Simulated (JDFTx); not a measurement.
# GaN (Fm-3m) in JDFTx: reference runs

How does GaN come out in PBEsol? The cell is run as given.

Program: JDFTx 1.7.0 (patched build). These are calculated values, not measurements. Logs are shortened: lines on timing, memory, paths and dates and some standing lists are left out, and cuts for length are marked. The log counts tension as positive stress, the text compression.

## 1. The structure

The structure is cubic, space group Fm-3m (No. 225). Conventional cell: a = 4.270 Å, b = 4.270 Å, c = 4.270 Å, α = 90.00°, β = 90.00°, γ = 90.00°. Around Ga (site symmetry m-3m) lie 6 N at 2.14 Å. Around N (site symmetry m-3m) lie 6 Ga at 2.14 Å.

Measurements of this composition are mostly on another form, of space group No. 186.

## 2. Single point, PBEsol

The input, GaN.in:

```
lattice \
    0.0000000000     4.0350093617     4.0350093617 \
    4.0350093617     0.0000000000     4.0350093617 \
    4.0350093617     4.0350093617     0.0000000000
coords-type Lattice
ion Ga     0.0000000000     0.0000000000     0.0000000000 1
ion N      0.5000000000     0.5000000000     0.5000000000 1

ion-species pseudo/Ga.upf
ion-species pseudo/N.upf
elec-cutoff 42 336
elec-ex-corr gga-PBEsol
kpoint-folding 11 11 11
elec-smearing Fermi 0.0018374661
elec-n-bands 15
electronic-SCF nIterations 100 energyDiffThreshold 1e-09
electronic-minimize nIterations 30 energyDiffThreshold 1e-7
converge-empty-states yes
forces-output-coords Cartesian

dump-name run.$VAR
dump End Ecomponents EigStats BandEigs Kpoints Forces Stress
```

Potentials or basis: PseudoDojo-SR-PBEsol-0.4.1-standard with smoothed tails.

Command:

```sh
> jdftx -c 1 -i GaN.in -o GaN.out
```

Log:

```text
*************** JDFTx 1.7.0 (patched build) ***************

Input parsed successfully to the following command list (including defaults):
[... the input with its defaults ...]

---------- Setting up symmetries ----------

Found 48 point-group symmetries of the bravais lattice
Found 48 space-group symmetries with basis
Applied RMS atom displacement 0 bohrs to make symmetries exact.

---------- Initializing the Grid ----------
R =
[            0      4.03501      4.03501  ]
[      4.03501            0      4.03501  ]
[      4.03501      4.03501            0  ]
unit cell volume = 131.39
G =
[  -0.778584   0.778584   0.778584  ]
[   0.778584  -0.778584   0.778584  ]
[   0.778584   0.778584  -0.778584  ]
Minimum fftbox size, Smin = [  48  48  48  ]
Chosen fftbox size, S = [  48  48  48  ]

---------- Initializing tighter grid for wavefunction operations ----------
R =
[            0      4.03501      4.03501  ]
[      4.03501            0      4.03501  ]
[      4.03501      4.03501            0  ]
unit cell volume = 131.39
G =
[  -0.778584   0.778584   0.778584  ]
[   0.778584  -0.778584   0.778584  ]
[   0.778584   0.778584  -0.778584  ]
Minimum fftbox size, Smin = [  36  36  36  ]
Chosen fftbox size, S = [  36  36  36  ]

---------- Exchange Correlation functional ----------
Initalized PBEsol GGA exchange.
Initalized PBEsol GGA correlation.

---------- Setting up pseudopotentials ----------
Width of ionic core gaussian charges (only for fluid interactions / plotting) set to 0

Reading pseudopotential file 'pseudo/Ga.upf':
  'Ga' pseudopotential, 'PBESOL' functional
  Generated using ONCVPSP code by D. R. Hamann
  13 valence electrons, 3 orbitals, 6 projectors, 1001 radial grid points, with lMax = 2
    3D    l: 2   occupation: 10.0   eigenvalue: -0.704192
    4S    l: 0   occupation:  2.0   eigenvalue: -0.329374
    4P    l: 1   occupation:  1.0   eigenvalue: -0.094479
  Core radius for overlap checks: 1.84 bohrs.

Reading pseudopotential file 'pseudo/N.upf':
  'N' pseudopotential, 'PBESOL' functional
  Generated using ONCVPSP code by D. R. Hamann
  5 valence electrons, 2 orbitals, 4 projectors, 1001 radial grid points, with lMax = 1
    2S    l: 0   occupation:  2.0   eigenvalue: -0.678237
    2P    l: 1   occupation:  3.0   eigenvalue: -0.258576
  Core radius for overlap checks: 1.31 bohrs.

Initialized 2 species with 2 total atoms.

Folded 1 k-points by 11x11x11 to 1331 k-points.

---------- Setting up k-points, bands, fillings ----------
Reduced to 56 k-points under symmetry.
Computing the number of bands and number of electrons
Calculating initial fillings.
nElectrons:  18.000000   nBands: 15   nStates: 56

----- Setting up reduced wavefunction bases (one per k-point) -----
average nbasis = 1708.403 , ideal nbasis = 1708.172

---------- Setting up ewald sum ----------
Optimum gaussian width for ewald sums = 1.832631 bohr.
Real space sum over 1331 unit cells with max indices [  5  5  5  ]
Reciprocal space sum over 2197 terms with max indices [  6  6  6  ]

---------- Allocating electronic variables ----------
Initializing wave functions:  linear combination of atomic orbitals
Note: number of bands (15) exceeds available atomic orbitals (13)
Ga pseudo-atom occupations:   s ( 2 )  p ( 1 )  d ( 10 )
N pseudo-atom occupations:   s ( 2 )  p ( 3 )
	FillingsUpdate:  mu: +0.666707024  nElectrons: 18.000000
LCAOMinimize: Iter:   0  F: -76.9511245910944410  |grad|_K:  6.929e-03  alpha:  1.000e+00
	FillingsUpdate:  mu: +0.551600308  nElectrons: 18.000000
LCAOMinimize: Iter:   1  F: -77.0698775109743224  |grad|_K:  8.907e-04  alpha:  3.354e-01  linmin: -4.597e-01  cgtest:  9.426e-01
LCAOMinimize: Encountered beta<0, resetting CG.
[... 7 lines of inner loops ...]
LCAOMinimize: Iter:   5  F: -77.0717701907174728  |grad|_K:  2.659e-07  alpha:  9.188e-01  linmin: -4.332e-03  cgtest: -2.872e-02
	FillingsUpdate:  mu: +0.532739490  nElectrons: 18.000000
LCAOMinimize: Iter:   6  F: -77.0717701909345010  |grad|_K:  1.106e-07  alpha:  4.858e-01  linmin: -1.089e-04  cgtest: -4.178e-03
LCAOMinimize: Converged (|Delta F|<1.000000e-06 for 2 iters).

-------- Electronic minimization -----------
Will mix electronic density at each iteration.
	FillingsUpdate:  mu: +0.532739490  nElectrons: 18.000000
	FillingsUpdate:  mu: +0.519368119  nElectrons: 18.000000
SCF: Cycle:  0   F: -77.110986430481958   dF: -3.922e-02   |Residual|: 6.632e-02   |deigs|: 4.727e-01
	FillingsUpdate:  mu: +0.511137873  nElectrons: 18.000000
SCF: Cycle:  1   F: -77.114714699436576   dF: -3.728e-03   |Residual|: 1.311e-02   |deigs|: 1.695e-02
	FillingsUpdate:  mu: +0.511745180  nElectrons: 18.000000
SCF: Cycle:  2   F: -77.114792020568331   dF: -7.732e-05   |Residual|: 7.122e-03   |deigs|: 3.563e-03
	FillingsUpdate:  mu: +0.511735461  nElectrons: 18.000000
SCF: Cycle:  3   F: -77.114795792164159   dF: -3.772e-06   |Residual|: 9.291e-04   |deigs|: 1.142e-03
	FillingsUpdate:  mu: +0.511734543  nElectrons: 18.000000
SCF: Cycle:  4   F: -77.114796334040989   dF: -5.419e-07   |Residual|: 3.166e-04   |deigs|: 4.593e-04
	FillingsUpdate:  mu: +0.511772005  nElectrons: 18.000000
SCF: Cycle:  5   F: -77.114796452703942   dF: -1.187e-07   |Residual|: 9.967e-05   |deigs|: 3.374e-04
	FillingsUpdate:  mu: +0.511777579  nElectrons: 18.000000
SCF: Cycle:  6   F: -77.114796468585979   dF: -1.588e-08   |Residual|: 3.809e-05   |deigs|: 3.399e-04
	FillingsUpdate:  mu: +0.511781736  nElectrons: 18.000000
SCF: Cycle:  7   F: -77.114796473803153   dF: -5.217e-09   |Residual|: 6.097e-06   |deigs|: 4.831e-04
	FillingsUpdate:  mu: +0.511781500  nElectrons: 18.000000
SCF: Cycle:  8   F: -77.114796474969097   dF: -1.166e-09   |Residual|: 2.362e-06   |deigs|: 2.683e-04
	FillingsUpdate:  mu: +0.511781144  nElectrons: 18.000000
SCF: Cycle:  9   F: -77.114796475327864   dF: -3.588e-10   |Residual|: 1.708e-06   |deigs|: 6.496e-04
	FillingsUpdate:  mu: +0.511781345  nElectrons: 18.000000
SCF: Cycle: 10   F: -77.114796475422196   dF: -9.433e-11   |Residual|: 1.788e-07   |deigs|: 4.633e-04
SCF: Converged (|Delta E|<1.000000e-09 for 2 iters).

Setting wave functions to eigenvectors of Hamiltonian
Converging empty states (this may take a while): |deigs|: 2.998e-03

# Stress tensor in Cartesian coordinates [Eh/a0^3]:
[   0.00024897            0            0  ]
[            0   0.00024897            0  ]
[            0            0   0.00024897  ]

# Ionic positions in lattice coordinates:
ion Ga   0.000000000000000   0.000000000000000   0.000000000000000 1
ion N   0.500000000000000   0.500000000000000   0.500000000000000 1

# Forces in Cartesian coordinates:
force Ga   0.000000000000000  -0.000000000000000  -0.000000000000000 1
force N  -0.000000000000000   0.000000000000000  -0.000000000000000 1

# Energy components:
   Eewald =      -63.8863770178367361
       EH =       17.9509922120189138
     Eloc =      -47.6805385966239399
      Enl =      -39.4594590988218883
      Exc =      -23.8059657742818800
 Exc_core =        9.5836315778666670
       KE =       70.1829235506406519
-------------------------------------
     Etot =      -77.1147931470381991
       TS =        0.0000033283839974
-------------------------------------
        F =      -77.1147964754221960

IonicMinimize: Iter:   0  F: -77.114796475422196  |grad|_K:  1.354e-41
IonicMinimize: Converged (|grad|_K<1.000000e-04).

#--- Lowdin population analysis ---
# oxidation-state Ga +0.820
# oxidation-state N -0.783

Dumping 'run.eigStats' ...
	eMin: -0.123101 at state 0 ( [ +0.000000 +0.000000 +0.000000 ] spin 0 )
	HOMO: +0.501526 at state 23 ( [ +0.000000 +0.181818 -0.181818 ] spin 0 )
	mu  : +0.511781
	LUMO: +0.519365 at state 34 ( [ +0.000000 +0.454545 +0.454545 ] spin 0 )
	eMax: +1.474866 at state 35 ( [ +0.000000 +0.454545 -0.454545 ] spin 0 )
	HOMO-LUMO gap: +0.017840
	Optical gap  : +0.087080 at state 0 ( [ +0.000000 +0.000000 +0.000000 ] spin 0 )
Done!
```

Wall time 59 s (1 thread of Intel Xeon 6975P-C (Granite Rapids), shared host); peak memory 0.09 GiB.

Results:

| Property | Result |
| --- | --- |
| Free energy | -2098.4005 eV |
| Pressure | -7.3 GPa |
| Band gap on the k mesh | 0.49 eV, indirect (least direct gap 2.37 eV) |
| Loewdin charges | Ga +0.82; N -0.78 e |

Caveat: an odd mesh through Γ misses points on the zone boundary, where band edges often lie.
